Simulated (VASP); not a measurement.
# SnTe (Fm-3m) in VASP: notebook, part 2 of 2

VASP 6.6.1.

## (4) Relaxation of cell and atoms, LDA

Contents of INCAR:

```
PREC     = Accurate       # precision mode
ENCUT    = 600            # plane-wave cutoff, eV
EDIFF    = 1E-6           # SCF threshold, eV
ISMEAR   = 0              # smearing method
SIGMA    = 0.01           # smearing width, eV
LREAL    = F              # projectors in reciprocal space
LASPH    = T              # aspherical terms in the spheres
NELM     = 80             # most SCF steps
ALGO     = Normal         # electronic algorithm
ISIF     = 3              # what is computed and relaxed
LWAVE    = F              # write WAVECAR
LCHARG   = F              # write CHGCAR
IBRION   = 2              # ionic algorithm
NSW      = 100            # ionic steps
EDIFFG   = -0.005         # ionic threshold
```

Contents of KPOINTS:

```
Automatic mesh
0
Gamma
  10 10 10
```

Contents of POSCAR:

```
SnTe
1.0
    0.0000000000      3.1508500000      3.1508500000
    3.1508500000      0.0000000000      3.1508500000
    3.1508500000      3.1508500000      0.0000000000
Sn Te
1 1
Direct
    0.0000000000      0.0000000000      0.0000000000
    0.5000000000      0.5000000000      0.5000000000
```

Potentials or basis: VASP PAW LDA potentials, release 64 (Sn_d, Te).

Launch:

```
cat potpaw_LDA.64/Sn_d/POTCAR potpaw_LDA.64/Te/POTCAR > POTCAR
mpirun -np 1 vasp_std > vasp.out
```

OUTCAR:

```text
PREC = Accurate
   ENCUT = 600
   EDIFF = 1E-6
   ISMEAR = 0
   LREAL = F
   LASPH = T
   NELM = 80
   ISIF = 3
   IBRION = 2
   NSW = 100
   EDIFFG = -0.005

 ion  position               nearest neighbor table
   1  0.000  0.000  0.000-   2 3.15   2 3.15   2 3.15   2 3.15   2 3.15   2 3.15
   2  0.500  0.500  0.500-   1 3.15   1 3.15   1 3.15   1 3.15   1 3.15   1 3.15

  LATTYP: Found a face centered cubic cell.
 ALAT       =     6.3017000000

  Lattice vectors:

 A1 = (   0.0000000000,   3.1508500000,   3.1508500000)
 A2 = (   3.1508500000,   0.0000000000,   3.1508500000)
 A3 = (   3.1508500000,   3.1508500000,   0.0000000000)

Analysis of symmetry for initial positions (statically):
=====================================================================
 Subroutine PRICEL returns:
 Original cell was already a primitive cell.

 Routine SETGRP: Setting up the symmetry group for a
 face centered cubic supercell.

 Subroutine GETGRP returns: Found 48 space group operations
 (whereof 48 operations were pure point group operations)
 out of a pool of 48 trial point group operations.

The static configuration has the point symmetry O_h .

Analysis of symmetry for dynamics (positions and initial velocities):
=====================================================================
 Subroutine PRICEL returns:
 Original cell was already a primitive cell.

 Routine SETGRP: Setting up the symmetry group for a
 face centered cubic supercell.
[... 230 lines left out ...]
  ext. energy  EPLUGINS =         0.00000000
  ---------------------------------------------------
  free energy    TOTEN  =        -8.83257909 eV

  energy without entropy =       -8.83257909  energy(sigma->0) =       -8.83257909

 E-fermi :   7.1722     XC(G=0):  -9.8707

 val. band max:        7.0506718203   @ k =   0.5000   0.0000   0.0000
 cond. band min:       7.2564438270   @ k =   0.5000   0.0000   0.0000
 fundamental gap:      0.2057720067
 Fermi energy:         7.1722346471

 k-point     1 :       0.0000    0.0000    0.0000
  band No.  band energies     occupation
      1     -14.6882      2.00000
      2     -14.6882      2.00000
      3     -14.6773      2.00000
      4     -14.6773      2.00000
      5     -14.6773      2.00000
      6      -5.9239      2.00000
      7       2.4474      2.00000
      8       4.9156      2.00000
      9       4.9156      2.00000
     10       4.9156      2.00000
     11      10.4691      0.00000
     12      10.4691      0.00000
     13      10.4691      0.00000
     14      11.8440      0.00000
[... 377 lines left out ...]
      1     -14.7038      2.00000
      2     -14.6847      2.00000
      3     -14.6802      2.00000
      4     -14.6677      2.00000
      5     -14.6673      2.00000
      6      -4.6643      2.00000
      7       0.0988      2.00000
      8       3.0146      2.00000
      9       3.6046      2.00000
     10       3.8273      2.00000
     11       9.7290      0.00000
     12      11.0340      0.00000
     13      11.1202      0.00000
     14      11.5294      0.00000

 [... further k-points ...]

------------------------ aborting loop because EDIFF is reached ----------------------------------------

  FORCE on cell =-STRESS in cart. coord.  units (eV):
  Direction    XX          YY          ZZ          XY          YZ          ZX
  --------------------------------------------------------------------------------------
  -------------------------------------------------------------------------------------
  Total       -0.0012582     -0.0012582     -0.0012582     -0.0000000      0.0000000      0.0000000
  in kB       -0.0332000     -0.0332000     -0.0332000     -0.0000000      0.0000000      0.0000000
  external PRESSURE =      -0.0332000 kB  Pullay stress =       0.0000000 kB
[... 17 lines left out ...]
  FREE ENERGIE OF THE ION-ELECTRON SYSTEM (eV)
  ---------------------------------------------------
  free  energy   TOTEN  =        -8.8325790936 eV

  energy  without entropy=       -8.8325790936  energy(sigma->0) =       -8.83257909

 reached required accuracy - stopping structural energy minimisation
```

CONTCAR:

```text
SnTe
   1.00000000000000
     0.0000000000000000    3.1195714846399651    3.1195714846399651
     3.1195714846399651   -0.0000000000000000    3.1195714846399651
     3.1195714846399651    3.1195714846399651    0.0000000000000000
  Sn              Te
     1     1
Direct
     0.0000000000000000    0.0000000000000000    0.0000000000000000
     0.5000000000000000    0.5000000000000000    0.5000000000000000

  0.00000000E+00  0.00000000E+00  0.00000000E+00
  0.00000000E+00  0.00000000E+00  0.00000000E+00
```

Run time: 52 s. Hardware: 1 thread of Intel Xeon 6975P-C (Granite Rapids), shared host; peak memory 0.2 GiB.

What came out:

```yaml
Free_energy: -8.8326 eV
Relaxed_volume: 30.36 Å³/atom
Relaxed_cell: a = 4.412 Å, b = 4.412 Å, c = 4.412 Å, α = 60.00°, β = 60.00°, γ = 60.00°
Space_group_after_relaxing_to_0.05_Å: Fm-3m (No. 225)
Energy_gained_by_relaxing: 4.2 meV/atom
Ionic_steps: 3
Pressure_after_relaxing: 0.0 GPa
Band_gap_on_the_k_mesh: 0.21 eV, direct
```

The path:
```tsv
step	energy change (eV)	largest force (eV/Å)	pressure (GPa)	volume (Å³)
1	0.0000	0.0000	-1.45	62.56
2	-0.0072	0.0000	0.58	60.03
3	-0.0085	0.0000	0.00	60.72
```

Final structure:
```cif
data_structure
_symmetry_space_group_name_H-M 'P 1'
_symmetry_Int_Tables_number 1
_cell_length_a 4.4117
_cell_length_b 4.4117
_cell_length_c 4.4117
_cell_angle_alpha 60.000
_cell_angle_beta 60.000
_cell_angle_gamma 60.000
_cell_volume 60.72
loop_
_atom_site_label
_atom_site_type_symbol
_atom_site_fract_x
_atom_site_fract_y
_atom_site_fract_z
_atom_site_occupancy
Sn1 Sn 0.00000 0.00000 0.00000 1
Te1 Te 0.50000 0.50000 0.50000 1
```

Caveat: spin-orbit coupling is left out, which moves the levels of the heavy elements. LDA usually gives volumes a few per cent too small.

## (5) Comparison with measurements

Step 3. Against the measured gap of SnTe, 0.18 eV (direct; 300 K; a printed reference work, textbook), the calculated 0.21 eV is off by +0.03 eV. Spin-orbit coupling on Sn, Te is left out. The value is that of LDA on a finite k mesh, which can miss the band edges, without temperature or zero-point motion.
